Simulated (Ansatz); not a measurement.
# InP: band gap under strain

How does strain move the band edges of InP in the zincblende structure, and do the functionals agree on it? States: no strain; +1.5 % biaxial strain in x and y, free along z; -5.0 % strain along x alone.

Code: Ansatz 0.2.0. PAW datasets, plane waves. The values are computed, spin-unpolarised, and not measurements.

### 1 The structure to begin with

The unstrained cell was relaxed with r2SCAN; in each strained cell the atoms were relaxed again with r2SCAN. Names of k-points are those of the unstrained zone, where strain can split equivalent points. First state: no strain.

The symmetry is F-43m (No. 216, cubic); conventional cell a = 5.908 Å, 25.77 Å³ an atom. Near In stand 4 P at 2.56 Å; near P stand 4 In at 2.56 Å.

Structure file:

```cif
data_structure
_symmetry_space_group_name_H-M 'P 1'
_symmetry_Int_Tables_number 1
_cell_length_a 4.1773
_cell_length_b 4.1773
_cell_length_c 4.1773
_cell_angle_alpha 60.000
_cell_angle_beta 60.000
_cell_angle_gamma 60.000
_cell_volume 51.54
loop_
_atom_site_label
_atom_site_type_symbol
_atom_site_fract_x
_atom_site_fract_y
_atom_site_fract_z
_atom_site_occupancy
In1 In 0.00000 0.00000 0.00000 1
P1 P 0.25000 0.25000 0.25000 1
```

### 2 No strain: PBE

File input.yaml:

```yaml
crystal:
  lattice:
    - [0.0, 2.9537876506, 2.9537876506]
    - [2.9537876506, 0.0, 2.9537876506]
    - [2.9537876506, 2.9537876506, 0.0]
  atoms:
    - { symbol: In, position: [0.0, 0.0, 0.0] }
    - { symbol: P, position: [0.25, 0.25, 0.25] }
kpoints:
  mp_grid: { grid: [8, 8, 8] }
  band_path:
    path:
      - [0.0, 0.0, 0.0]
      - [-0.5, -0.5, 0.0]
      - [-0.375, -0.375, 0.25]
      - [-0.375, 0.0, 0.375]
      - [0.0, 0.0, 0.5]
      - [-0.5, -0.25, 0.25]
    npoints: 1
hamiltonian:
  xc: pbe
scf:
  occupations: { method: fermi_dirac, width: 0.02 }
  n_extra_bands: 4
output:
  forces: true
  stress: true
  eigenvalues: true
```

Launch:

```
$ ansatz run input.yaml --threads 2 --pin off --max-ram 2211MiB --backend cpu --events-out ev --progress --plain --runs-dir out
```

After this run come: No strain: r2SCAN; No strain: HSE06; No strain: G0W0@PBE; +1.5 % biaxial strain in x and y, free along z: PBE; +1.5 % biaxial strain in x and y, free along z: r2SCAN; +1.5 % biaxial strain in x and y, free along z: HSE06; +1.5 % biaxial strain in x and y, free along z: G0W0@PBE; -5.0 % strain along x alone: PBE; -5.0 % strain along x alone: r2SCAN; -5.0 % strain along x alone: HSE06; -5.0 % strain along x alone: G0W0@PBE.

What does the calculation give?

The runs gave:

Least gap in eV (negative: overlap), with the change from the unstrained cell in brackets. G0W0 is on its own coarse mesh.

```
                                         state  volume change (%)           PBE        r2SCAN         HSE06          G0W0
                                     no strain               +0.0          0.59          1.03          1.36          1.03
+1.5 % biaxial strain in x and y, free along z               +1.3  0.42 (-0.17)  0.85 (-0.18)  1.17 (-0.19)  0.84 (-0.19)
                   -5.0 % strain along x alone               -5.0  0.70 (+0.11)  1.16 (+0.13)  1.50 (+0.14)  1.21 (+0.18)
```

The largest move of the HSE06 gap in the table is -0.183 eV, under +1.5 % biaxial strain in x and y, free along z. PBE and HSE06 differ by 0.77 eV on the unstrained gap, and by at most 0.02 eV on its change: PBE follows the response to strain far better than the gap itself. Spin-orbit coupling is left out of the table, though the cell holds In (Z = 49); in an element this heavy it can shift bands and gaps by tenths of an eV. G0W0 values are finite-basis, finite-mesh values.
